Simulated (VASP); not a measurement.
A run of VASP 6.6.1 is set up as follows.

The input INCAR:

```
SYSTEM = Pr
ALGO = Normal ; EDIFF = 1E-6
ENCUT = 520 ; GGA = PE
ISIF = 2 ; ISMEAR = -1
ISPIN = 2 ; LASPH = .True.
LCHARG = .False. ; LMAXMIX = 6
LORBIT = 11 ; LREAL = .False.
LWAVE = .False. ; MAGMOM = 2
NBANDS = 16 ; NELM = 150
PREC = Accurate ; SIGMA = 0.05
```

KPOINTS

```
k-points
0
Gamma
  9 9 9
  0 0 0
```

Contents of POSCAR:

```
Pr
1.0
   -2.0690258125      2.0690258125      2.0690258125
    2.0690258125     -2.0690258125      2.0690258125
    2.0690258125      2.0690258125     -2.0690258125
Pr
1
Direct
    0.0000000000      0.0000000000      0.0000000000
```

Potentials or basis: VASP PAW PBE potentials, release 64 (Pr).

The run is started by

```sh
$ cat potpaw_PBE.64/Pr/POTCAR > POTCAR
$ mpirun -np 1 vasp_std > vasp.out
```

(1) Predict the net moment.

(2) Predict the site moments.

(3) Predict the pressure.

(4) Estimate the band gap on the k mesh.

Results:

(1) 2.78 μB per cell.

(2) Pr +2.25 μB.

(3) -0.8 GPa.

(4) none (metal or under the smearing width).

Caveat: the magnetic or orbital state may not be the lowest; spin-orbit coupling is left out, which moves the levels of the heavy elements.
